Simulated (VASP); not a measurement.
# SnTe (Pm-3m) in VASP: a series of runs, part 6 of 7

VASP 6.6.1. Earlier steps stand in the parts before.

### Step 86. Equation of state, LDA, 28.87 Å³/atom

Input file INCAR:

```
PREC = Accurate
ENCUT = 400
EDIFF = 1E-6
ISMEAR = 0
SIGMA = 0.05
LREAL = False
LASPH = True
NELM = 100
ALGO = Normal
ISIF = 2
LWAVE = False
LCHARG = False
GGA = CA
ADDGRID = False
```

Input file KPOINTS:

```
regular mesh
0
Gamma
  7 7 7
```

Input file POSCAR:

```
SnTe
1.0
    3.8652558891      0.0000000000      0.0000000000
    0.0000000000      3.8652558891      0.0000000000
    0.0000000000      0.0000000000      3.8652558891
Te Sn
1 1
Direct
    0.5000000000      0.5000000000      0.5000000000
    0.0000000000      0.0000000000      0.0000000000
```

Run with:

```
$ cat potpaw_LDA.64/Te/POTCAR potpaw_LDA.64/Sn_d/POTCAR > POTCAR
$ mpirun -np 1 vasp_std > vasp.out
```

It took 7 s on 1 thread of AMD EPYC 9R14 (Zen 4), shared host; peak memory 0.11 GiB.

The run converged, but some of its settings lie outside the range that counts as converged, so its numbers aren't taken as properties of the crystal.

Results:

```
Free energy            : -8.3796 eV
Pressure               : -4.0 GPa
Band gap on the k mesh : none (metal or under the smearing width)
```

### Step 87. Equation of state, LDA, 30.66 Å³/atom

INCAR is that of step 86.

KPOINTS is that of step 86.

Input file POSCAR:

```
SnTe
1.0
    3.9433629105      0.0000000000      0.0000000000
    0.0000000000      3.9433629105      0.0000000000
    0.0000000000      0.0000000000      3.9433629105
Te Sn
1 1
Direct
    0.5000000000      0.5000000000      0.5000000000
    0.0000000000      0.0000000000      0.0000000000
```

Potentials or basis: VASP PAW LDA potentials, release 64 (Te, Sn_d).

Run with:

```
$ cat potpaw_LDA.64/Te/POTCAR potpaw_LDA.64/Sn_d/POTCAR > POTCAR
$ mpirun -np 1 vasp_std > vasp.out
```

Wall time 7 s (1 thread of AMD EPYC 9R14 (Zen 4), shared host); peak memory 0.11 GiB.

These settings aren't checked as converged: the numbers below hold their error.

Results:

| Quantity | Value |
| --- | --- |
| Free energy | -8.2722 eV |
| Pressure | -5.6 GPa |
| Band gap on the k mesh | none (metal or under the smearing width) |

### Step 88. Equation of state, LDA, 28.87 Å³/atom

INCAR, as its differences from that of step 87:

```diff
@@ -3,3 +3,3 @@
 EDIFF = 1E-6
-ISMEAR = 0
+ISMEAR = -5
 SIGMA = 0.05
```

KPOINTS is that of step 87.

Input file POSCAR:

```
SnTe
1.0
    3.8652558891      0.0000000000      0.0000000000
    0.0000000000      3.8652558891      0.0000000000
    0.0000000000      0.0000000000      3.8652558891
Te Sn
1 1
Direct
    0.5000000000      0.5000000000      0.5000000000
    0.0000000000      0.0000000000      0.0000000000
```

Run with:

```
$ cat potpaw_LDA.64/Te/POTCAR potpaw_LDA.64/Sn_d/POTCAR > POTCAR
$ mpirun -np 1 vasp_std > vasp.out
```

Wall time 8.7 s (1 thread of AMD EPYC 9R14 (Zen 4), shared host); peak memory 0.11 GiB.

These settings aren't checked as converged: the numbers below hold their error.

What came out:

```yaml
Free_energy: -8.4178 eV
Pressure: -2.7 GPa
Band_gap_on_the_k_mesh: none (metal or under the smearing width)
```

Caveat: tetrahedron occupations give inexact forces and stress in metals.

### Step 89. Equation of state, LDA, 30.66 Å³/atom

INCAR is that of step 88.

KPOINTS is that of step 88.

Input file POSCAR:

```
SnTe
1.0
    3.9433629105      0.0000000000      0.0000000000
    0.0000000000      3.9433629105      0.0000000000
    0.0000000000      0.0000000000      3.9433629105
Te Sn
1 1
Direct
    0.5000000000      0.5000000000      0.5000000000
    0.0000000000      0.0000000000      0.0000000000
```

Run with:

```
$ cat potpaw_LDA.64/Te/POTCAR potpaw_LDA.64/Sn_d/POTCAR > POTCAR
$ mpirun -np 1 vasp_std > vasp.out
```

It took 9.2 s on 1 thread of AMD EPYC 9R14 (Zen 4), shared host; peak memory 0.11 GiB.

These settings aren't checked as converged: the numbers below hold their error.

What came out:

```yaml
Free_energy: -8.3084 eV
Pressure: -4.8 GPa
Band_gap_on_the_k_mesh: none (metal or under the smearing width)
```

Caveat: tetrahedron occupations give inexact forces and stress in metals.

### Step 90. Equation of state, LDA, 28.87 Å³/atom

INCAR, as its differences from that of step 89:

```diff
@@ -1,5 +1,5 @@
 PREC = Accurate
-ENCUT = 400
+ENCUT = 500
 EDIFF = 1E-6
-ISMEAR = -5
+ISMEAR = 0
 SIGMA = 0.05
```

KPOINTS is that of step 89.

Input file POSCAR:

```
SnTe
1.0
    3.8652558891      0.0000000000      0.0000000000
    0.0000000000      3.8652558891      0.0000000000
    0.0000000000      0.0000000000      3.8652558891
Te Sn
1 1
Direct
    0.5000000000      0.5000000000      0.5000000000
    0.0000000000      0.0000000000      0.0000000000
```

Potentials or basis: VASP PAW LDA potentials, release 64 (Te, Sn_d).

Run with:

```
$ cat potpaw_LDA.64/Te/POTCAR potpaw_LDA.64/Sn_d/POTCAR > POTCAR
$ mpirun -np 1 vasp_std > vasp.out
```

Wall time 7.3 s (1 thread of AMD EPYC 9R14 (Zen 4), shared host); peak memory 0.12 GiB.

These settings aren't checked as converged: the numbers below hold their error.

What came out:

* Free energy: -8.3796 eV
* Pressure: -4.0 GPa
* Band gap on the k mesh: none (metal or under the smearing width)

### Step 91. Equation of state, LDA, 30.66 Å³/atom

INCAR is that of step 90.

KPOINTS is that of step 90.

Input file POSCAR:

```
SnTe
1.0
    3.9433629105      0.0000000000      0.0000000000
    0.0000000000      3.9433629105      0.0000000000
    0.0000000000      0.0000000000      3.9433629105
Te Sn
1 1
Direct
    0.5000000000      0.5000000000      0.5000000000
    0.0000000000      0.0000000000      0.0000000000
```

Run with:

```
$ cat potpaw_LDA.64/Te/POTCAR potpaw_LDA.64/Sn_d/POTCAR > POTCAR
$ mpirun -np 1 vasp_std > vasp.out
```

Run time: 8.6 s. Hardware: 1 thread of AMD EPYC 9R14 (Zen 4), shared host; peak memory 0.12 GiB.

These settings aren't checked as converged: the numbers below hold their error.

Results:

```yaml
Free_energy: -8.2723 eV
Pressure: -5.6 GPa
Band_gap_on_the_k_mesh: none (metal or under the smearing width)
```

### Step 92. Equation of state, LDA, 28.87 Å³/atom

INCAR, as its differences from that of step 91:

```diff
@@ -1,2 +1,2 @@
-PREC = Accurate
+PREC = Low
 ENCUT = 500
```

KPOINTS is that of step 91.

Input file POSCAR:

```
SnTe
1.0
    3.8652558891      0.0000000000      0.0000000000
    0.0000000000      3.8652558891      0.0000000000
    0.0000000000      0.0000000000      3.8652558891
Te Sn
1 1
Direct
    0.5000000000      0.5000000000      0.5000000000
    0.0000000000      0.0000000000      0.0000000000
```

Run with:

```
$ cat potpaw_LDA.64/Te/POTCAR potpaw_LDA.64/Sn_d/POTCAR > POTCAR
$ mpirun -np 1 vasp_std > vasp.out
```

Wall time 5.4 s (1 thread of AMD EPYC 9R14 (Zen 4), shared host); peak memory 0.09 GiB.

The run converged, but some of its settings lie outside the range that counts as converged, so its numbers aren't taken as properties of the crystal.

Results:

```
Free energy            : -8.3780 eV
Pressure               : -3.9 GPa
Band gap on the k mesh : none (metal or under the smearing width)
```

### Step 93. Equation of state, LDA, 30.66 Å³/atom

INCAR is that of step 92.

KPOINTS is that of step 92.

Input file POSCAR:

```
SnTe
1.0
    3.9433629105      0.0000000000      0.0000000000
    0.0000000000      3.9433629105      0.0000000000
    0.0000000000      0.0000000000      3.9433629105
Te Sn
1 1
Direct
    0.5000000000      0.5000000000      0.5000000000
    0.0000000000      0.0000000000      0.0000000000
```

Potentials or basis: VASP PAW LDA potentials, release 64 (Te, Sn_d).

Run with:

```
$ cat potpaw_LDA.64/Te/POTCAR potpaw_LDA.64/Sn_d/POTCAR > POTCAR
$ mpirun -np 1 vasp_std > vasp.out
```

Wall time 5.3 s (1 thread of AMD EPYC 9R14 (Zen 4), shared host); peak memory 0.09 GiB.

The run converged, but some of its settings lie outside the range that counts as converged, so its numbers aren't taken as properties of the crystal.

Results:

| Quantity | Value |
| --- | --- |
| Free energy | -8.2721 eV |
| Pressure | -5.6 GPa |
| Band gap on the k mesh | none (metal or under the smearing width) |

### Step 94. Equation of state, LDA, 28.87 Å³/atom

INCAR, as its differences from that of step 93:

```diff
@@ -1,2 +1,2 @@
-PREC = Low
+PREC = Normal
 ENCUT = 500
```

KPOINTS is that of step 93.

Input file POSCAR:

```
SnTe
1.0
    3.8652558891      0.0000000000      0.0000000000
    0.0000000000      3.8652558891      0.0000000000
    0.0000000000      0.0000000000      3.8652558891
Te Sn
1 1
Direct
    0.5000000000      0.5000000000      0.5000000000
    0.0000000000      0.0000000000      0.0000000000
```

Run with:

```
$ cat potpaw_LDA.64/Te/POTCAR potpaw_LDA.64/Sn_d/POTCAR > POTCAR
$ mpirun -np 1 vasp_std > vasp.out
```

Wall time 5.6 s (1 thread of AMD EPYC 9R14 (Zen 4), shared host); peak memory 0.11 GiB.

The run converged, but some of its settings lie outside the range that counts as converged, so its numbers aren't taken as properties of the crystal.

Results:

```
Free energy            : -8.3797 eV
Pressure               : -4.0 GPa
Band gap on the k mesh : none (metal or under the smearing width)
```

### Step 95. Equation of state, LDA, 30.66 Å³/atom

INCAR is that of step 94.

KPOINTS is that of step 94.

Input file POSCAR:

```
SnTe
1.0
    3.9433629105      0.0000000000      0.0000000000
    0.0000000000      3.9433629105      0.0000000000
    0.0000000000      0.0000000000      3.9433629105
Te Sn
1 1
Direct
    0.5000000000      0.5000000000      0.5000000000
    0.0000000000      0.0000000000      0.0000000000
```

Run with:

```
$ cat potpaw_LDA.64/Te/POTCAR potpaw_LDA.64/Sn_d/POTCAR > POTCAR
$ mpirun -np 1 vasp_std > vasp.out
```

Run time: 5.6 s. Hardware: 1 thread of AMD EPYC 9R14 (Zen 4), shared host; peak memory 0.11 GiB.

These settings aren't checked as converged: the numbers below hold their error.

Results:

```
Free energy            : -8.2723 eV
Pressure               : -5.6 GPa
Band gap on the k mesh : none (metal or under the smearing width)
```

### Step 96. Equation of state, LDA, 28.87 Å³/atom

INCAR, as its differences from that of step 95:

```diff
@@ -1,2 +1,2 @@
-PREC = Normal
+PREC = Accurate
 ENCUT = 500
@@ -5,3 +5,3 @@
 SIGMA = 0.05
-LREAL = False
+LREAL = Auto
 LASPH = True
```

KPOINTS is that of step 95.

Input file POSCAR:

```
SnTe
1.0
    3.8652558891      0.0000000000      0.0000000000
    0.0000000000      3.8652558891      0.0000000000
    0.0000000000      0.0000000000      3.8652558891
Te Sn
1 1
Direct
    0.5000000000      0.5000000000      0.5000000000
    0.0000000000      0.0000000000      0.0000000000
```

Potentials or basis: VASP PAW LDA potentials, release 64 (Te, Sn_d).

Run with:

```
$ cat potpaw_LDA.64/Te/POTCAR potpaw_LDA.64/Sn_d/POTCAR > POTCAR
$ mpirun -np 1 vasp_std > vasp.out
```

Run time: 12 s. Hardware: 1 thread of AMD EPYC 9R14 (Zen 4), shared host; peak memory 0.11 GiB.

The run converged, but some of its settings lie outside the range that counts as converged, so its numbers aren't taken as properties of the crystal.

Results:

```yaml
Free_energy: -8.3816 eV
Pressure: -4.0 GPa
Band_gap_on_the_k_mesh: none (metal or under the smearing width)
```

### Step 97. Equation of state, LDA, 30.66 Å³/atom

INCAR is that of step 96.

KPOINTS is that of step 96.

Input file POSCAR:

```
SnTe
1.0
    3.9433629105      0.0000000000      0.0000000000
    0.0000000000      3.9433629105      0.0000000000
    0.0000000000      0.0000000000      3.9433629105
Te Sn
1 1
Direct
    0.5000000000      0.5000000000      0.5000000000
    0.0000000000      0.0000000000      0.0000000000
```

Run with:

```
$ cat potpaw_LDA.64/Te/POTCAR potpaw_LDA.64/Sn_d/POTCAR > POTCAR
$ mpirun -np 1 vasp_std > vasp.out
```

Wall time 13 s (1 thread of AMD EPYC 9R14 (Zen 4), shared host); peak memory 0.12 GiB.

These settings aren't checked as converged: the numbers below hold their error.

What came out:

```
Free energy            : -8.2738 eV
Pressure               : -5.6 GPa
Band gap on the k mesh : none (metal or under the smearing width)
```

### Step 98. Equation of state, LDA, 28.87 Å³/atom

INCAR, as its differences from that of step 97:

```diff
@@ -2,6 +2,6 @@
 ENCUT = 500
-EDIFF = 1E-6
+EDIFF = 1E-4
 ISMEAR = 0
 SIGMA = 0.05
-LREAL = Auto
+LREAL = False
 LASPH = True
```

KPOINTS is that of step 97.

Input file POSCAR:

```
SnTe
1.0
    3.8652558891      0.0000000000      0.0000000000
    0.0000000000      3.8652558891      0.0000000000
    0.0000000000      0.0000000000      3.8652558891
Te Sn
1 1
Direct
    0.5000000000      0.5000000000      0.5000000000
    0.0000000000      0.0000000000      0.0000000000
```

Run with:

```
$ cat potpaw_LDA.64/Te/POTCAR potpaw_LDA.64/Sn_d/POTCAR > POTCAR
$ mpirun -np 1 vasp_std > vasp.out
```

Run time: 6 s. Hardware: 1 thread of AMD EPYC 9R14 (Zen 4), shared host; peak memory 0.12 GiB.

These settings aren't checked as converged: the numbers below hold their error.

What came out:

- Free energy: -8.3796 eV
- Pressure: -3.5 GPa
- Band gap on the k mesh: none (metal or under the smearing width)

### Step 99. Equation of state, LDA, 30.66 Å³/atom

INCAR is that of step 98.

KPOINTS is that of step 98.

Input file POSCAR:

```
SnTe
1.0
    3.9433629105      0.0000000000      0.0000000000
    0.0000000000      3.9433629105      0.0000000000
    0.0000000000      0.0000000000      3.9433629105
Te Sn
1 1
Direct
    0.5000000000      0.5000000000      0.5000000000
    0.0000000000      0.0000000000      0.0000000000
```

Potentials or basis: VASP PAW LDA potentials, release 64 (Te, Sn_d).

Run with:

```
$ cat potpaw_LDA.64/Te/POTCAR potpaw_LDA.64/Sn_d/POTCAR > POTCAR
$ mpirun -np 1 vasp_std > vasp.out
```

It took 7 s on 1 thread of AMD EPYC 9R14 (Zen 4), shared host; peak memory 0.12 GiB.

These settings aren't checked as converged: the numbers below hold their error.

What came out:

- Free energy: -8.2723 eV
- Pressure: -4.9 GPa
- Band gap on the k mesh: none (metal or under the smearing width)

### Step 100. Equation of state, LDA, 28.87 Å³/atom

INCAR, as its differences from that of step 99:

```diff
@@ -1,4 +1,4 @@
 PREC = Accurate
-ENCUT = 500
-EDIFF = 1E-4
+ENCUT = 600
+EDIFF = 1E-6
 ISMEAR = 0
```

KPOINTS is that of step 99.

Input file POSCAR:

```
SnTe
1.0
    3.8652558891      0.0000000000      0.0000000000
    0.0000000000      3.8652558891      0.0000000000
    0.0000000000      0.0000000000      3.8652558891
Te Sn
1 1
Direct
    0.5000000000      0.5000000000      0.5000000000
    0.0000000000      0.0000000000      0.0000000000
```

Run with:

```
$ cat potpaw_LDA.64/Te/POTCAR potpaw_LDA.64/Sn_d/POTCAR > POTCAR
$ mpirun -np 1 vasp_std > vasp.out
```

Run time: 9.5 s. Hardware: 1 thread of AMD EPYC 9R14 (Zen 4), shared host; peak memory 0.13 GiB.

The run converged, but some of its settings lie outside the range that counts as converged, so its numbers aren't taken as properties of the crystal.

Results:

- Free energy: -8.3797 eV
- Pressure: -4.0 GPa
- Band gap on the k mesh: none (metal or under the smearing width)

### Step 101. Equation of state, LDA, 30.66 Å³/atom

INCAR is that of step 100.

KPOINTS is that of step 100.

Input file POSCAR:

```
SnTe
1.0
    3.9433629105      0.0000000000      0.0000000000
    0.0000000000      3.9433629105      0.0000000000
    0.0000000000      0.0000000000      3.9433629105
Te Sn
1 1
Direct
    0.5000000000      0.5000000000      0.5000000000
    0.0000000000      0.0000000000      0.0000000000
```

Run with:

```
$ cat potpaw_LDA.64/Te/POTCAR potpaw_LDA.64/Sn_d/POTCAR > POTCAR
$ mpirun -np 1 vasp_std > vasp.out
```

Run time: 10 s. Hardware: 1 thread of AMD EPYC 9R14 (Zen 4), shared host; peak memory 0.13 GiB.

The run converged, but some of its settings lie outside the range that counts as converged, so its numbers aren't taken as properties of the crystal.

Results:

* Free energy: -8.2723 eV
* Pressure: -5.6 GPa
* Band gap on the k mesh: none (metal or under the smearing width)

### Step 102. Equation of state, LDA, 28.87 Å³/atom

INCAR, as its differences from that of step 101:

```diff
@@ -1,3 +1,3 @@
 PREC = Accurate
-ENCUT = 600
+ENCUT = 400
 EDIFF = 1E-6
```

Input file KPOINTS:

```
regular mesh
0
Gamma
  9 9 9
```

Input file POSCAR:

```
SnTe
1.0
    3.8652558891      0.0000000000      0.0000000000
    0.0000000000      3.8652558891      0.0000000000
    0.0000000000      0.0000000000      3.8652558891
Te Sn
1 1
Direct
    0.5000000000      0.5000000000      0.5000000000
    0.0000000000      0.0000000000      0.0000000000
```

Potentials or basis: VASP PAW LDA potentials, release 64 (Te, Sn_d).

Run with:

```
$ cat potpaw_LDA.64/Te/POTCAR potpaw_LDA.64/Sn_d/POTCAR > POTCAR
$ mpirun -np 1 vasp_std > vasp.out
```

It took 10 s on 1 thread of AMD EPYC 9R14 (Zen 4), shared host; peak memory 0.12 GiB.

These settings aren't checked as converged: the numbers below hold their error.

What came out:

```yaml
Free_energy: -8.3832 eV
Pressure: -3.0 GPa
Band_gap_on_the_k_mesh: none (metal or under the smearing width)
```

### Step 103. Equation of state, LDA, 30.66 Å³/atom

INCAR is that of step 102.

KPOINTS is that of step 102.

Input file POSCAR:

```
SnTe
1.0
    3.9433629105      0.0000000000      0.0000000000
    0.0000000000      3.9433629105      0.0000000000
    0.0000000000      0.0000000000      3.9433629105
Te Sn
1 1
Direct
    0.5000000000      0.5000000000      0.5000000000
    0.0000000000      0.0000000000      0.0000000000
```

Run with:

```
$ cat potpaw_LDA.64/Te/POTCAR potpaw_LDA.64/Sn_d/POTCAR > POTCAR
$ mpirun -np 1 vasp_std > vasp.out
```

Run time: 12 s. Hardware: 1 thread of AMD EPYC 9R14 (Zen 4), shared host; peak memory 0.12 GiB.

The run converged, but some of its settings lie outside the range that counts as converged, so its numbers aren't taken as properties of the crystal.

Results:

| Property | Result |
| --- | --- |
| Free energy | -8.2944 eV |
| Pressure | -4.9 GPa |
| Band gap on the k mesh | none (metal or under the smearing width) |

### Step 104. Equation of state, LDA, 28.87 Å³/atom

INCAR, as its differences from that of step 103:

```diff
@@ -1,3 +1,3 @@
 PREC = Accurate
-ENCUT = 400
+ENCUT = 500
 EDIFF = 1E-6
```

KPOINTS is that of step 103.

Input file POSCAR:

```
SnTe
1.0
    3.8652558891      0.0000000000      0.0000000000
    0.0000000000      3.8652558891      0.0000000000
    0.0000000000      0.0000000000      3.8652558891
Te Sn
1 1
Direct
    0.5000000000      0.5000000000      0.5000000000
    0.0000000000      0.0000000000      0.0000000000
```

Run with:

```
$ cat potpaw_LDA.64/Te/POTCAR potpaw_LDA.64/Sn_d/POTCAR > POTCAR
$ mpirun -np 1 vasp_std > vasp.out
```

Run time: 11 s. Hardware: 1 thread of AMD EPYC 9R14 (Zen 4), shared host; peak memory 0.13 GiB.

The run converged, but some of its settings lie outside the range that counts as converged, so its numbers aren't taken as properties of the crystal.

Results:

- Free energy: -8.3832 eV
- Pressure: -3.0 GPa
- Band gap on the k mesh: none (metal or under the smearing width)

### Step 105. Equation of state, LDA, 30.66 Å³/atom

INCAR is that of step 104.

KPOINTS is that of step 104.

Input file POSCAR:

```
SnTe
1.0
    3.9433629105      0.0000000000      0.0000000000
    0.0000000000      3.9433629105      0.0000000000
    0.0000000000      0.0000000000      3.9433629105
Te Sn
1 1
Direct
    0.5000000000      0.5000000000      0.5000000000
    0.0000000000      0.0000000000      0.0000000000
```

Potentials or basis: VASP PAW LDA potentials, release 64 (Te, Sn_d).

Run with:

```
$ cat potpaw_LDA.64/Te/POTCAR potpaw_LDA.64/Sn_d/POTCAR > POTCAR
$ mpirun -np 1 vasp_std > vasp.out
```

Run time: 17 s. Hardware: 1 thread of AMD EPYC 9R14 (Zen 4), shared host; peak memory 0.14 GiB.

These settings aren't checked as converged: the numbers below hold their error.

Results:

| Item | Value |
| --- | --- |
| Free energy | -8.2944 eV |
| Pressure | -4.9 GPa |
| Band gap on the k mesh | none (metal or under the smearing width) |

### Step 106. Equation of state, r2SCAN, 27.98 Å³/atom (volume scaled by 0.94)

Input file INCAR:

```
SYSTEM = SnTe
ALGO = Normal
EDIFF = 1E-7
ENCUT = 520
ISIF = 2
ISMEAR = -1
LASPH = .True.
LCHARG = .False.
LMIXTAU = .True.
LREAL = .False.
LWAVE = .False.
METAGGA = R2SCAN
NELM = 80
PREC = Accurate
SIGMA = 0.05
```

Input file KPOINTS:

```
k-points
0
Gamma
  7 7 7
  0 0 0
```

Input file POSCAR:

```
SnTe
1.0
    3.8249898787      0.0000000000      0.0000000000
    0.0000000000      3.8249898787      0.0000000000
    0.0000000000      0.0000000000      3.8249898787
Te Sn
1 1
Direct
    0.5000000000      0.5000000000      0.5000000000
    0.0000000000      0.0000000000      0.0000000000
```

Potentials or basis: VASP PAW PBE potentials, release 64 (Te, Sn_d).

Run with:

```
$ cat potpaw_PBE.64/Te/POTCAR potpaw_PBE.64/Sn_d/POTCAR > POTCAR
$ mpirun -np 1 vasp_std > vasp.out
```

It took 49 s on 1 thread of AMD EPYC 9R45 (Zen 5), shared host; peak memory 0.14 GiB.

Results (log left out):

```yaml
Free_energy: -50.0601 eV
Pressure: 1.0 GPa
Band_gap_on_the_k_mesh: none (metal or under the smearing width)
```

Caveat: the PAW data sets were made with another functional, which shifts forces and pressure a little.

[end of part 6 of 7]
